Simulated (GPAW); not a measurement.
# CdTe (F-43m) in GPAW: settings compared, part 2 of 2

GPAW 26.7.0.

## Step 3: Band structure, LDA

The input, run.py:

```python
import spglib
from ase import Atoms
from ase.dft.bandgap import bandgap
from ase.io import read, write
from ase.units import GPa
from gpaw import GPAW, PW

atoms = read('CdTe.cif')
cell, positions, numbers = spglib.find_primitive(
    (atoms.cell[:], atoms.get_scaled_positions(), atoms.numbers), symprec=1e-4)
atoms = Atoms(numbers, cell=cell, scaled_positions=positions, pbc=True)

calc = GPAW(mode=PW(600),
            xc='LDA',
            kpts={'size': (6, 6, 6), 'gamma': True},
            occupations={'name': 'fermi-dirac', 'width': 0.05},
            setups={'Te': '16'},
            nbands=-9,
            convergence={'density': 1e-05, 'energy': 1e-05},
            maxiter=150,
            txt='gpaw.txt')
atoms.calc = calc
energy = atoms.get_potential_energy()
forces = atoms.get_forces()
stress = atoms.get_stress()
calc.write('gs.gpw')
write('result.traj', atoms)
print(f'Energy: {energy:.6f} eV')
print('Forces (eV/A):')
print(forces.round(4))
print('Stress (GPa):', (stress / GPa).round(3))
print('Fermi level:', round(calc.get_fermi_level(), 4), 'eV')
print(f'Gap: {bandgap(calc)[0]:.4f} eV, direct: {bandgap(calc, direct=True)[0]:.4f} eV')

path = atoms.cell.bandpath('GXWKGLUWLK,UX', npoints=80, eps=1e-4)
bs_calc = calc.fixed_density(kpts=path, symmetry='off', nbands=-21,
                             convergence={'bands': 'CBM+6.0', 'eigenstates': 1e-6}, txt='bands.txt')
bs = bs_calc.band_structure()
bs.write('bs.json')
print(f'Gap on the path: {bandgap(bs_calc)[0]:.4f} eV')
```

The input, CdTe.cif:

```cif
data_CdTe
_cell_length_a 6.41000000
_cell_length_b 6.41000000
_cell_length_c 6.41000000
_cell_angle_alpha 90.00000000
_cell_angle_beta 90.00000000
_cell_angle_gamma 90.00000000
_space_group_name_H-M_alt 'F-43m'
_space_group_name_Hall 'F -4 2 3'
_space_group_IT_number 216
loop_
_space_group_symop_operation_xyz
'x,y,z'
'y,-x,-z'
'-x,-y,z'
'-y,x,-z'
'x,-y,-z'
'y,x,z'
'-x,y,-z'
'-y,-x,z'
'z,x,y'
'-z,y,-x'
'z,-x,-y'
'-z,-y,x'
'-z,x,-y'
'z,y,x'
'-z,-x,y'
'z,-y,-x'
'y,z,x'
'-x,-z,y'
'-y,z,-x'
'x,-z,-y'
'-y,-z,x'
'x,z,y'
'y,-z,-x'
'-x,z,-y'
'x,y+1/2,z+1/2'
'y,-x+1/2,-z+1/2'
'-x,-y+1/2,z+1/2'
'-y,x+1/2,-z+1/2'
'x,-y+1/2,-z+1/2'
'y,x+1/2,z+1/2'
'-x,y+1/2,-z+1/2'
'-y,-x+1/2,z+1/2'
'z,x+1/2,y+1/2'
'-z,y+1/2,-x+1/2'
'z,-x+1/2,-y+1/2'
'-z,-y+1/2,x+1/2'
'-z,x+1/2,-y+1/2'
'z,y+1/2,x+1/2'
'-z,-x+1/2,y+1/2'
'z,-y+1/2,-x+1/2'
'y,z+1/2,x+1/2'
'-x,-z+1/2,y+1/2'
'-y,z+1/2,-x+1/2'
'x,-z+1/2,-y+1/2'
'-y,-z+1/2,x+1/2'
'x,z+1/2,y+1/2'
'y,-z+1/2,-x+1/2'
'-x,z+1/2,-y+1/2'
'x+1/2,y,z+1/2'
'y+1/2,-x,-z+1/2'
'-x+1/2,-y,z+1/2'
'-y+1/2,x,-z+1/2'
'x+1/2,-y,-z+1/2'
'y+1/2,x,z+1/2'
'-x+1/2,y,-z+1/2'
'-y+1/2,-x,z+1/2'
'z+1/2,x,y+1/2'
'-z+1/2,y,-x+1/2'
'z+1/2,-x,-y+1/2'
'-z+1/2,-y,x+1/2'
'-z+1/2,x,-y+1/2'
'z+1/2,y,x+1/2'
'-z+1/2,-x,y+1/2'
'z+1/2,-y,-x+1/2'
'y+1/2,z,x+1/2'
'-x+1/2,-z,y+1/2'
'-y+1/2,z,-x+1/2'
'x+1/2,-z,-y+1/2'
'-y+1/2,-z,x+1/2'
'x+1/2,z,y+1/2'
'y+1/2,-z,-x+1/2'
'-x+1/2,z,-y+1/2'
'x+1/2,y+1/2,z'
'y+1/2,-x+1/2,-z'
'-x+1/2,-y+1/2,z'
'-y+1/2,x+1/2,-z'
'x+1/2,-y+1/2,-z'
'y+1/2,x+1/2,z'
'-x+1/2,y+1/2,-z'
'-y+1/2,-x+1/2,z'
'z+1/2,x+1/2,y'
'-z+1/2,y+1/2,-x'
'z+1/2,-x+1/2,-y'
'-z+1/2,-y+1/2,x'
'-z+1/2,x+1/2,-y'
'z+1/2,y+1/2,x'
'-z+1/2,-x+1/2,y'
'z+1/2,-y+1/2,-x'
'y+1/2,z+1/2,x'
'-x+1/2,-z+1/2,y'
'-y+1/2,z+1/2,-x'
'x+1/2,-z+1/2,-y'
'-y+1/2,-z+1/2,x'
'x+1/2,z+1/2,y'
'y+1/2,-z+1/2,-x'
'-x+1/2,z+1/2,-y'
loop_
_atom_site_label
_atom_site_type_symbol
_atom_site_symmetry_multiplicity
_atom_site_Wyckoff_symbol
_atom_site_fract_x
_atom_site_fract_y
_atom_site_fract_z
_atom_site_occupancy
Te1 Te 4 c 0.2500000000 0.2500000000 0.2500000000 1
Cd1 Cd 4 a 0.0000000000 0.0000000000 0.0000000000 1
```

Potentials or basis: the program's PAW data sets (release 1.2.1) made for this functional, other valence, pw.

Launch:

```
> OMP_NUM_THREADS=1 python run.py
```

gpaw.txt:

```text
__  _  _
 | _ |_)|_||  |
 |__||  | ||/\| - 26.7.0

Input parameters:
  mode=PW(ecut=600.0),
  convergence={'density': 1e-05, 'energy': 1e-05},
  kpts=MonkhorstPack(size=(6, 6, 6), gamma=True),
  maxiter=150,
  nbands=-9,
  occupations=Occupations(name='fermi-dirac', width=0.05),
  setups={'Te': '16'},
  xc=XC(name='LDA')

Diagonalizing LCAO Hamiltonian
Converting LCAO to pw mode

            Te

       Cd

Atoms  # Å, Bohr magnetons
|   | symbol |        x |        y |        z |    initial magnetic moments |
|---|--------|----------|----------|----------|-----------------------------|
| 0 |     Te | 1.602500 | 1.602500 | 1.602500 | ( 0.0000,  0.0000,  0.0000) |
| 1 |     Cd | 0.000000 | 0.000000 | 0.000000 | ( 0.0000,  0.0000,  0.0000) |

Unit cell  # Å
| periodic |        x |        y |        z |  lengths |    angles |
|----------|----------|----------|----------|----------|-----------|
|      yes | 0.000000 | 3.205000 | 3.205000 | 4.532554 | 60.000000 |
|      yes | 3.205000 | 0.000000 | 3.205000 | 4.532554 | 60.000000 |
|      yes | 3.205000 | 3.205000 | 0.000000 | 4.532554 | 60.000000 |

Number of symmetries: 24
Symmetry operations  # r_c * U_cc + t_c -> r_c
|    | kind |            matrix            |
|----|------|------------------------------|
|  0 |  E   |  1, 0, 0,  0, 1, 0,  0, 0, 1 |
|  1 |  σ   |  1, 0, 0,  0, 0, 1,  0, 1, 0 |
|  2 |  σ   |  1, 0,-1,  0, 1,-1,  0, 0,-1 |
|  3 |  C3  |  1, 0,-1,  0, 0,-1,  0, 1,-1 |
|  4 |  C3  |  1,-1, 0,  0,-1, 1,  0,-1, 0 |
[... 142 lines left out ...]

xc functional:
  name: None

convergence criteria:
- Maximum integral of absolute [dens]ity change: 1e-05 electrons / valence electron
- Maximum [total energy] change in last 3 cyles: 1e-05 eV / valence electron
- Maximum integral of absolute [eigenst]ate change: 4e-08 eV^2 / valence electron
maximum number of iterations: 150

SCF iterations
|iter     | |      energy | eigst |  dens |
|---------|-|-------------|-------|-------|
|iter:   1| |   -6.493613 | -0.53 |       |
|iter:   2| |   -6.447468 | -2.70 | -1.47 |
|iter:   3| |   -6.271801 | -1.98 | -1.51 |
|iter:   4| |   -6.267476 | -3.72 | -2.01 |
|iter:   5| |   -6.266600 | -4.02 | -2.49 |
|iter:   6| |   -6.266604 | -5.68 | -3.22 |
|iter:   7| |   -6.266605c| -6.73 | -3.90 |
|iter:   8| |   -6.266605c| -7.96c| -4.62 |
|iter:   9| |   -6.266605c| -8.49c| -5.60c|

Converged in 9 steps
Energy contributions relative to reference atoms: (reference = -336673.462802)

Energy contributions:
  Kinetic:          12.771897
  Coulomb:         -11.265258
  Zero:              0.108625
  External:          0.000000
  Xc:               -7.881858
  Entropy:          -0.000024
  Spinorbit:         0.000000
  ----------------------------
  Free energy:      -6.266617
  Extrapolated:     -6.266605

dipole moment: (-25.945935, -25.945935, -25.945935)  # |e|*Ang

Fermi level: 4.120
Eigenvalues  # (at kpt = [0.000, 0.000, 0.000])
| band index |      eig [eV] | occ [0-2] |
|------------|---------------|-----------|
|          0 |       -32.260 |     2.000 |
|        ... |               |           |
|          6 |        -4.569 |     2.000 |
|          7 |        -4.569 |     2.000 |
|          8 |        -4.569 |     2.000 |
|          9 |        -4.278 |     2.000 |
|         10 |        -4.278 |     2.000 |
|         11 |         3.780 |     1.998 |
[... 9 lines left out ...]
|         21 |        13.851 |     0.000 |
|         22 |        13.851 |     0.000 |

Gap: 0.622 eV
Transition (v -> c):
  (s=0, k=0, n=13, [0.00, 0.00, 0.00]) -> (s=0, k=0, n=14, [0.00, 0.00, 0.00])
No difference between direct/indirect transitions

Forces  # eV/Ang
|        x |        y |        z |
|----------|----------|----------|
| -0.00000 | -0.00000 | -0.00000 |  # Te   0
|  0.00000 | -0.00000 | -0.00000 |  # Cd   1

Stress tensor  # eV/Ang^3
|        x |        y |        z |
|----------|----------|----------|
| 0.007419 | 0.000000 | 0.000000 |
| 0.000000 | 0.007419 | 0.000000 |
| 0.000000 | 0.000000 | 0.007419 |

# Writing to gs.gpw (mode='')
```

stdout:

```text
Energy: -6.266605 eV
Forces (eV/A):
[[-0. -0. -0.]
 [ 0. -0. -0.]]
Stress (GPa): [1.189 1.189 1.189 0.    0.    0.   ]
Fermi level: 4.1199 eV
Gap: 0.6222 eV, direct: 0.6222 eV
Gap on the path: 0.6222 eV
```

bands.txt:

```text
Diagonalizing LCAO Hamiltonian
Converting LCAO to pw mode
convergence criteria:
- Maximum integral of absolute [eigenst]ate change: 1e-06 eV^2 / valence electron
maximum number of iterations: 150

SCF iterations
|iter     | |      energy | eigst |  dens |
[... 86 lines left out ...]
         [0.41666667, 0.41666667, 0.66666667],
         [0.40277778, 0.40277778, 0.69444444],
         [0.38888889, 0.38888889, 0.72222222],
         [0.375     , 0.375     , 0.75      ],
         [0.625     , 0.25      , 0.625     ],
         [0.59375   , 0.1875    , 0.59375   ],
         [0.5625    , 0.125     , 0.5625    ],
         [0.53125   , 0.0625    , 0.53125   ],
         [0.5       , 0.        , 0.5       ]])),
  maxiter=150,
  nbands=-21,
  occupations=Occupations(name='fermi-dirac', width=0.05),
  setups={'Te': '16'},
  symmetry=Symmetry(point_group=False, time_reversal=False),
  xc=XC(name='LDA')
```

It took 2.9 min on 1 thread of Intel Xeon at 2.50GHz (Skylake/Cascade Lake), shared host; peak memory 0.34 GiB.

Results:

```yaml
Free_energy: -6.2666 eV
Pressure: -1.2 GPa
Band_gap_on_the_k_mesh: 0.62 eV, direct
Band_gap_along_the_path: 0.62 eV, direct
```

Levels at the corners of the path, in eV from the valence-band top:
| point | band 10 | band 11 | band 12 | band 13 | band 14 | band 15 | band 16 | band 17 | band 18 |
| --- | --- | --- | --- | --- | --- | --- | --- | --- | --- |
| Γ | -8.06 | -8.06 | 0.00 | 0.00 | 0.00 | 0.62 | 4.32 | 4.32 | 4.32 |
| X | -8.02 | -7.55 | -4.55 | -2.01 | -2.01 | 2.31 | 2.44 | 8.78 | 9.14 |
| W | -8.06 | -7.45 | -4.44 | -2.49 | -2.39 | 4.18 | 4.47 | 5.41 | 6.01 |
| K | -8.04 | -7.49 | -4.46 | -2.75 | -1.67 | 2.66 | 4.36 | 7.16 | 7.32 |
| Γ | -8.06 | -8.06 | 0.00 | 0.00 | 0.00 | 0.62 | 4.32 | 4.32 | 4.32 |
| L | -8.05 | -7.69 | -4.70 | -0.84 | -0.84 | 1.62 | 4.95 | 4.95 | 6.91 |
| U | -8.04 | -7.49 | -4.46 | -2.75 | -1.67 | 2.66 | 4.36 | 7.16 | 7.32 |
| W | -8.06 | -7.45 | -4.44 | -2.49 | -2.39 | 4.18 | 4.47 | 5.41 | 6.01 |
| L | -8.05 | -7.69 | -4.70 | -0.84 | -0.84 | 1.62 | 4.95 | 4.95 | 6.91 |
| K | -8.04 | -7.49 | -4.46 | -2.75 | -1.67 | 2.66 | 4.36 | 7.16 | 7.32 |
| U | -8.04 | -7.49 | -4.46 | -2.75 | -1.67 | 2.66 | 4.36 | 7.16 | 7.32 |
| X | -8.02 | -7.55 | -4.55 | -2.01 | -2.01 | 2.31 | 2.44 | 8.78 | 9.14 |

Caveat: spin-orbit coupling is left out, which moves the levels of the heavy elements.

## Step 4: Comparison with measurements

Step 2. A measured gap of CdTe is 1.607 eV (0 K; a printed reference work, data compilation); the calculated 0.46 eV misses it by -1.15 eV. So large a miss can be the level of theory's own, or it may mean another phase, state or a wrong row. The value is that of BLYP, without temperature or zero-point motion. Semilocal functionals fall short of measured gaps as a rule.

Step 3. A measured gap of CdTe is 1.607 eV (0 K; a printed reference work, data compilation); the calculated 0.62 eV misses it by -0.98 eV. Spin-orbit coupling on Cd, Te is left out. The value is that of LDA, without temperature or zero-point motion. Semilocal functionals fall short of measured gaps as a rule.
